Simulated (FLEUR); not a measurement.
Runs of FLEUR MaX-R8.1 (later development tree) on Pd. Symmetry: Fm-3m, No. 225, cubic system. The conventional cell has a = 3.893 Å, b = 3.893 Å, c = 3.893 Å, α = 90.00°, β = 90.00°, γ = 90.00°. Pd (site symmetry m-3m) has 12 Pd at 2.75 Å as nearest neighbours. 

| task | level | spin | k mesh | gmax | muffin-tin radii | max iterations | mixing factor | mixer | kmax | mesh quality | gap on the mesh (eV) | V0 of scaled cells (Å³/atom) | B0 (GPa) |
| --- | --- | --- | --- | --- | --- | --- | --- | --- | --- | --- | --- | --- | --- |
| equation of state | PBEsol | off | 12 × 12 × 12 | 12.9 1/bohr | Pd 2.36 bohr | - | - | - | 4.15 1/bohr | not flagged | - | 14.53 | 207 |
| single point | PBE0 | off | 6 × 6 × 6 | 11.8 1/bohr | Pd 2.41 bohr | 30 | 0.05 | Anderson | 3.8 1/bohr | coarse | none | - | - |
| single point | HSE06 | off | 6 × 6 × 6 | 11.8 1/bohr | Pd 2.41 bohr | 30 | 0.05 | Anderson | 3.8 1/bohr | coarse | none | - | - |
| equation of state | LDA exchange alone (X-alpha) | off | 12 × 12 × 12 | 12.9 1/bohr | Pd 2.36 bohr | - | - | - | 4.15 1/bohr | not flagged | - | (a) | 200 |

Alike in all rows: potentials or basis all-electron, FLAPW; cell as given; smearing fermi-dirac 0.05 eV.

Problem. Fill in the values left out.

Solution. (a) 14.79.

Caveats: some runs use coarse meshes; core states are solved in the semilocal potential (some runs).

A k mesh can miss the band edges, and the runs leave out spin-orbit coupling on Pd.

A gap of «none» marks a metal or a gap under the smearing width.

The runs were made with more than one version of the program.

Runs at the PBE level aren't shown here.
